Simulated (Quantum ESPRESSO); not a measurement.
Crystal: HfN.

```
Hf N
1.0
     0.00000    2.25600    2.25600
     2.25600    0.00000    2.25600
     2.25600    2.25600    0.00000
Hf N
1 1
Direct
  0.00000 0.00000 0.00000
  0.50000 0.50000 0.50000
```

| Property | Result |
| --- | --- |
| Program | Quantum ESPRESSO 7.5 |
| Task | Wannier functions |
| Functional | PBE |
| Potentials or basis | GBRV 1.5 PBE |
| Cutoff | 612 eV |
| Density cutoff | 4898 eV |
| k mesh | 8 × 8 × 8 |
| Occupations | fermi-dirac, width 0.05 eV |
| Spin | no spin polarisation |
| Mixing beta | 0.5 |
| Most SCF iterations | 120 |
| SCF threshold | 4e-10 Ry |
| k mesh for the Wannier functions | 6 × 6 × 6 |
| Projections | Hf spd, N sp |

Start: atomic projections with disentanglement, frozen window up to 1.0 eV over the reference level; the lowest 4 bands are left out. The reference level is the Fermi level, or the middle of the gap.

Q: With atomic projections with disentanglement, how many functions result, how localised are they, and how well do they interpolate the bands?

A: 13 functions with spreads from 0.58 to 2.44 Å², 18.0 Å² in all; they miss the direct bands by 19 meV (root mean square).

Wannier functions:
```csv
function,nearest atom,distance (Å),spread (Å²),on-site energy from the reference level (eV)
1,1 Hf,0.00,2.04,3.06
2,1 Hf,0.00,2.43,12.67
3,1 Hf,0.00,2.44,12.66
4,1 Hf,0.00,2.43,12.67
5,1 Hf,0.00,1.06,3.83
6,1 Hf,0.00,1.41,2.22
7,1 Hf,0.00,1.41,2.22
8,1 Hf,0.00,1.06,3.83
9,1 Hf,0.00,1.41,2.22
10,2 N,0.00,0.58,-12.08
11,2 N,0.00,0.58,0.04
12,2 N,0.00,0.58,0.03
13,2 N,0.00,0.58,0.04
```

Parts of the spread (Å²): invariant 10.89, diagonal 0.000, off-diagonal 7.11, total 18.00. Against the direct bands the interpolation misses by 19 meV (root mean square) and 300 meV at most, for states up to 1 eV over the reference level.

Caveat: spin-orbit coupling is left out, which moves the levels of the heavy elements.
